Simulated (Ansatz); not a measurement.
# NiO: strain energy, fitted

NiO, Fm-3m, a = 4.189 Å. Ansatz: r2SCAN, PAW, 500 eV, Γ-centred 10×10×8 mesh on 4 atoms, Gaussian smearing 0.02 eV; collinear spin, largest moment 1.7 μB. Series: strain along c alone, the other axes held, atoms fixed by symmetry; x is the strain in per cent. The axes a, b, c are those of the computed cell (2.962, 2.962, 4.189 Å), along [1 1 0], [-1 1 0], [0 0 1] of the cell named above. y is the free energy over the unstrained cell, V0 = 9.186 Å³/atom.

| x (%) | y (meV/atom) |
| --- | --- |
| -6.0 | ? |
| -4.0 | 20.70 |
| -2.0 | 4.78 |
| 0.0 | 0.00 |
| 2.0 | 4.06 |
| 4.0 | 15.03 |
| 6.0 | 31.37 |

Q: Fit y = c2 x² + c3 x³ to the other rows, turn c2 into a modulus, and predict the missing energy.

A: Least squares on the rows shown. y = 1.1215 x² − 0.042088 x³. In eV per unit strain² c2 is 11.21; this is C33 with relaxed ions (E = ½ C33 V0 ε²): 2 × 11.21 × 160.2 / (9.186) = 391 GPa. At x = -6.0 the fit asked for gives 49.47 meV/atom. The run gave 50.63 meV/atom, so the fit is 1.16 meV/atom too low, 2.3 % of the span of the series, against an rms of 0.12 meV/atom on the fitted rows. The row lies outside the fitted range. With a term in x⁴ added, a fit to the same known rows predicts 50.51 meV/atom, so most of the miss is curvature that the known rows already hold.

The state reached may not be the lowest one. Moments started parallel, and an antiferromagnetic order may lie lower.

Cost: 7 runs of about 11 core-minutes in all, on Intel Xeon Platinum 8259CL (Skylake/Cascade Lake) (shared hosts).